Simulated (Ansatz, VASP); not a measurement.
## SiC in VASP and in Ansatz

```
Si C
1.0
     4.71749    0.00000    0.00000
    -2.35874    4.08546    0.00000
     0.00000    0.00000    2.78210
Si C
3 3
Direct
  0.62265 0.00000 0.66667
  0.00000 0.62265 0.33333
  0.37735 0.37735 0.00000
  0.37735 0.00000 0.16667
  0.00000 0.37735 0.83333
  0.62265 0.62265 0.50000
```

Alike in both runs: task single point; functional PBE; k mesh 6 × 6 × 6; occupations gaussian, width 0.1 eV; no spin polarisation.

|  | VASP | Ansatz |
| --- | --- | --- |
| version | VASP 6.6.1 | Ansatz 0.2.0 |
| potentials or method | VASP PAW PBE potentials, release 64 (Si, C) | scalar-relativistic, plane waves, PAW |
| plane-wave cutoff (eV) | 520 | 420 |
| valence electrons in the cell | 24 | 24 |

VASP gave:

| Quantity | Value |
| --- | --- |
| gap on the k mesh at the Fermi level (eV) | 0.73 |
| least direct gap on the mesh (eV) | 2.87 |
| rms of the force components (eV/Å) | 0.559 |

**Question.** What did Ansatz give for the same quantities?

**Answer.** gap on the k mesh at the Fermi level (eV): 0.74; least direct gap on the mesh (eV): 2.88; rms of the force components (eV/Å): 0.556.

Atom by atom the forces differ by 0.003 eV/Å (rms over components). With one functional, cell and mesh, what is left measures potentials, basis and numerics.

Caveats: forces of over 1 eV/Å show positions far from the minimum, so gaps and moduli don't describe the material at rest. A k mesh can miss the band edges.
